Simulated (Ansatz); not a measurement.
# KF (Pm-3m) in Ansatz: convergence with xc grid

Aim: find how far xc grid must go before the results for KF settle, at PBE. This setting moves, with any that are tied to it; all else stays.

Everything below comes from runs of Ansatz 0.2.0. Logs are shortened: lines on timing, memory, paths and dates and some standing lists are left out, and cuts for length are marked.

**1. The structure**

It takes space group Pm-3m (No. 221, cubic). The conventional cell has a = 3.259 Å, b = 3.259 Å, c = 3.259 Å, α = 90.00°, β = 90.00°, γ = 90.00°. K (site symmetry m-3m) is surrounded by 8 F at 2.82 Å. F (site symmetry m-3m) is surrounded by 8 K at 2.82 Å.

The cell comes from a database or a generator and needn't be the stable form of this composition.

**2. With xc grid 1**

Input file input.yaml:

```yaml
crystal:
  lattice:
    - [3.258955, 0.0, 0.0]
    - [0.0, 3.258955, 0.0]
    - [0.0, 0.0, 3.258955]
  atoms:
    - { symbol: K, position: [0.0, 0.0, 0.0] }
    - { symbol: F, position: [0.5, 0.5, 0.5] }
kpoints:
  mp_grid: { grid: [8, 8, 8] }
scf:
  occupations: { method: fermi_dirac, width: 0.05 }
hamiltonian:
  xc: pbe
  pseudopotentials: { kind: all_electron, lapw: { basis_error: 0.001 } }
output:
  forces: true
  stress: true
  eigenvalues: true
basis:
  xc_grid: 1
```

Potentials or basis: all-electron LAPW, scalar-relativistic.

Command:

```bash
$ ansatz run input.yaml --threads 1 --pin off --max-ram 3072MiB --backend cpu --events-out ev --progress --plain --runs-dir out
```

It took 8.7 s on 1 thread of Intel Xeon at 2.50GHz (Skylake/Cascade Lake), shared host; peak memory 0.27 GiB.

What came out:

```
Free energy            : -19105.8505 eV
Pressure               : 0.0 GPa
Band gap on the k mesh : 6.27 eV, indirect (least direct gap 6.32 eV)
```

**3. With xc grid 2**

Edit input.yaml of step 2 so:

```diff
@@ -20,2 +20,2 @@
 basis:
-  xc_grid: 1
+  xc_grid: 2
```

Potentials or basis: all-electron LAPW, scalar-relativistic.

Command:

```bash
$ ansatz run input.yaml --threads 1 --pin off --max-ram 3072MiB --backend cpu --events-out ev --progress --plain --runs-dir out
```

Run time: 8.4 s. Hardware: 1 thread of Intel Xeon at 2.50GHz (Skylake/Cascade Lake), shared host; peak memory 0.28 GiB.

What came out:

| Item | Value |
| --- | --- |
| Free energy | -19105.8505 eV |
| Pressure | 0.0 GPa |
| Band gap on the k mesh | 6.27 eV, indirect (least direct gap 6.32 eV) |

**4. With xc grid 3**

Edit input.yaml of step 3 so:

```diff
@@ -20,2 +20,2 @@
 basis:
-  xc_grid: 2
+  xc_grid: 3
```

Command:

```bash
$ ansatz run input.yaml --threads 1 --pin off --max-ram 3072MiB --backend cpu --events-out ev --progress --plain --runs-dir out
```

It took 8.7 s on 1 thread of Intel Xeon at 2.50GHz (Skylake/Cascade Lake), shared host; peak memory 0.28 GiB.

The run converged. Its results:

* Free energy: -19105.8505 eV
* Pressure: 0.0 GPa
* Band gap on the k mesh: 6.27 eV, indirect (least direct gap 6.32 eV)

**5. With xc grid 4**

Edit input.yaml of step 4 so:

```diff
@@ -20,2 +20,2 @@
 basis:
-  xc_grid: 3
+  xc_grid: 4
```

Potentials or basis: all-electron LAPW, scalar-relativistic.

Command:

```bash
$ ansatz run input.yaml --threads 1 --pin off --max-ram 3072MiB --backend cpu --events-out ev --progress --plain --runs-dir out
```

Log:

```text
Warning: RAYON_NUM_THREADS=1 ignored (pool sized by the plan → 1); use --threads N
LAPW: plane waves up to 6.986 Å⁻¹, error target 1.0e-3 eV per atom; small_component_spin mean_spin; F in spheres of 1.419 Å, 7 of its electrons in bands, Dirac shells []; K in spheres of 1.403 Å, 15 of its electrons in bands, Dirac shells [] (how accurate: hamiltonian.pseudopotentials.lapw.basis_error, Limitations)
Engine: ansatz 0.2.0, x86_64-unknown-linux-gnu
Pseudopotentials: kind: all_electron
Pseudopotential: K, LAPW, valence charge 15, lapw/all_electron/scalar/gaussian/K, Koelling and Harmon's equation, gaussian nucleus
Pseudopotential: F, LAPW, valence charge 7, lapw/all_electron/scalar/gaussian/F, Koelling and Harmon's equation, gaussian nucleus
Functional definition: PBE
  parameter kappa = 0.804
  parameter beta = 0.06672455060314922
  exchange = pbe_x(kappa = kappa, mu = beta*pi^2/3)
  correlation = pbe_c(beta = beta)
Crystal: 2 atoms, lattice volume = 34.613 Å³
Basis set: ecut = 185.93993939101114 eV, 203 PW (Γ), exchange–correlation at level 4
Bands: 15, of which v1, the nominal top of the filled ones, is band 11 counted from 1 (10 counted from 0)
Symmetry: 48 space group operations
Space group: Pm-3m (ITA 221), of the structure as read, at distance tolerance 3.3e-5 Å
k-points: 35 of 512
Non-local potential: K, projectors of the file, none
Non-local potential: F, projectors of the file, none
Initial density: superposition of atomic densities (chi_scale 0.1, normalization cell, long waves kept (reshape's long-wave potential 0.00 eV rms))
Initial wavefunctions: plane waves of lowest kinetic energy (no species holds an atomic orbital)
Functional: x = pbe(κ = 0.804, μ = 0.2195149727645171), c = pbe(β = 0.06672455060314922)
iter 1 solved again at ethr=2.76e-3 eV; its pass at ethr=1.00e-1 eV (dr2=6.07e-1 eV) is discarded
SCF iter   1: F=—  HF=-19107.054732 eV  |F-HF|=—  |Δ(HF+E_count)|=         —  Δρ=3.19e-2  dr2=6.07e-1  ethr=2.76e-3  ⟨swp⟩=2.1  Hψ=3439  notcnv=0
preconditioner: auto → none  [insulator: Δε(μ)=8.979 eV  Ē_g=21.167 eV  σ=0.050 eV  W_gap=1.00  n_scr=6 (ndim 8)  ℏωp=25.2 eV  f_vac=0.000  D(μ)=0.00/eV (n_scr^D=0)  ε∞_Penn≈2.4]
iter 2 solved again at ethr=1.95e-5 eV; its pass at ethr=2.76e-3 eV (dr2=4.28e-3 eV) is discarded
SCF iter   2: F=—  HF=-19106.138772 eV  |F-HF|=—  |Δ(HF+E_count)|=   9.16e-1  Δρ=3.31e-3  dr2=4.28e-3  ethr=1.95e-5  ⟨swp⟩=2.4  Hψ=2941  notcnv=0
SCF iter   3: F=—  HF=-19105.865450 eV  |F-HF|=—  |Δ(HF+E_count)|=   2.73e-1  Δρ=8.12e-3  dr2=3.86e-2  ethr=1.95e-5  ⟨swp⟩=3.0  Hψ=1910  notcnv=0
SCF iter   4: F=—  HF=-19105.852125 eV  |F-HF|=—  |Δ(HF+E_count)|=   1.33e-2  Δρ=4.94e-4  dr2=1.20e-4  ethr=1.95e-5  ⟨swp⟩=3.0  Hψ=1994  notcnv=0
SCF iter   5: F=—  HF=-19105.850530 eV  |F-HF|=—  |Δ(HF+E_count)|=   1.60e-3  Δρ=1.43e-4  dr2=9.14e-6  ethr=5.46e-7  ⟨swp⟩=3.0  Hψ=1717  notcnv=0
SCF iter   6: F=—  HF=-19105.850470 eV  |F-HF|=—  |Δ(HF+E_count)|=   5.99e-5  Δρ=9.34e-5  dr2=4.67e-6  ethr=4.15e-8  ⟨swp⟩=3.0  Hψ=1811  notcnv=0
SCF iter   7: F=—  HF=-19105.850478 eV  |F-HF|=—  |Δ(HF+E_count)|=   8.21e-6  Δρ=1.84e-5  dr2=1.69e-7  ethr=2.12e-8  ⟨swp⟩=2.0  Hψ=1610  notcnv=0
SCF iter   8: F=-19105.850478 eV  HF=-19105.850478 eV  |F-HF|=1.19e-8  |Δ(HF+E_count)|=   1.36e-7  Δρ=2.36e-6  dr2=2.77e-9  ethr=7.69e-10  ⟨swp⟩=2.8  Hψ=1656  notcnv=0
SCF 1 converged in 8 iterations: F = -19105.850478 eV  dr2 = 2.77e-9
the search or the solves at the SCF's close seem to have found levels that the self-consistency loop had missed (the run counts 1). By its estimate they hold under 1e-12 electrons; where the run keeps them, the occupations were computed again with them
SCF converged after 8 iterations
Free energy (F): -19105.850478 eV
Harris-Foulkes:  -19105.850478 eV  (|F-HF|=1.19e-8)
Internal energy: -19105.850478 eV  (E = F + TS)
E sigma→0 (E₀):  -19105.850478 eV
Fermi energy:    6.287051 eV
--- Per-component energies (eV) ---
  E_band       = -1717.740766
  E_kinetic    = 19216.257884
  E_xc         = -1195.016729
  E_electrostatic = -37127.091633  (all electrons and nuclei)
  E_smearing   = -0.000000  (= −TS)
  E_closure    = 0.000000  (closes the sum)
  E_atoms      = -19097.773868  (free atoms, spherical and without spin; not in F)
  Σ components = -19105.850478   (vs F -19105.850478, Δ=0.00e0)
  Basis errors (estimates in eV, not in F): energy 2.5e-4 per atom: plane waves 2.0e-4 (1.1e-4 summed), levels above the bands 2.0e-74, relativity 2.7e-8, radial functions 4.2e-5, core shells 8.4e-7; eigenvalues (radial functions only) 1.2e-4; not estimated: angular momenta, meshes, grids; target (lapw.basis_error) 1.0e-3; muffin-tin radii F 1.419 Å, K 1.403 Å
--- Forces (eV/Å), atoms counted from 1 ---
  atom   1  K     -0.00000000     0.00000000    -0.00000000
  atom   2  F      0.00000000     0.00000000    -0.00000000
  max |Σ_I F_I| component: 2.63e-31 eV/Å
--- Stress (GPa, compression-positive) ---
       -0.006132       0.000000       0.000000
        0.000000      -0.006132       0.000000
        0.000000       0.000000      -0.006132
  P = ⅓ Tr σ = -0.0061 GPa (-0.061 kbar)
--- Band table (eV; the first three rows and the last of 35) ---
  k-point 0: bands = ["-268.3790", "-268.3790", "-268.3790", "-23.9514", "-15.8383", "-6.9831", "-6.9831", "-6.9831", "3.0052", "3.0052", "3.0052", "9.3246", "11.3565", "11.3565", "16.6893"]
  k-point 1: bands = ["-268.3790", "-268.3790", "-268.3790", "-23.9335", "-15.8419", "-7.0893", "-6.9673", "-6.9673", "2.8034", "2.9900", "2.9900", "9.7374", "11.4754", "11.7032", "16.4490"]
  k-point 2: bands = ["-268.3790", "-268.3790", "-268.3790", "-23.8897", "-15.8516", "-7.3343", "-6.9287", "-6.9287", "2.3693", "2.9519", "2.9519", "10.7539", "11.7911", "12.5833", "15.9491"]
  k-point 34: bands = ["-268.3790", "-268.3790", "-268.3790", "-23.6266", "-15.6736", "-7.5566", "-7.5566", "-7.5566", "2.0259", "2.0259", "2.0259", "13.4687", "13.4687", "13.4687", "18.2032"]
```

Wall time 8.5 s (1 thread of Intel Xeon at 2.50GHz (Skylake/Cascade Lake), shared host); peak memory 0.27 GiB.

What came out:

```yaml
Free_energy: -19105.8505 eV
Pressure: 0.0 GPa
Band_gap_on_the_k_mesh: 6.27 eV, indirect (least direct gap 6.32 eV)
```

**6. Result**

| xc grid | energy less the tightest run, at zero smearing (meV/atom) | SCF cycles | CPU time (s) | peak memory (GiB) |
| --- | --- | --- | --- | --- |
| 1 | 0.00 | 8 | 8.6 | 0.27 |
| 2 | 0.00 | 8 | 8.3 | 0.28 |
| 3 | 0.00 | 8 | 8.7 | 0.28 |
| 4 | 0.00 | 8 | 8.5 | 0.27 |

Against the tightest run, the energy stays within 1 meV/atom from 1 on. The tightest run that finished is the yardstick and may itself not be fully converged.
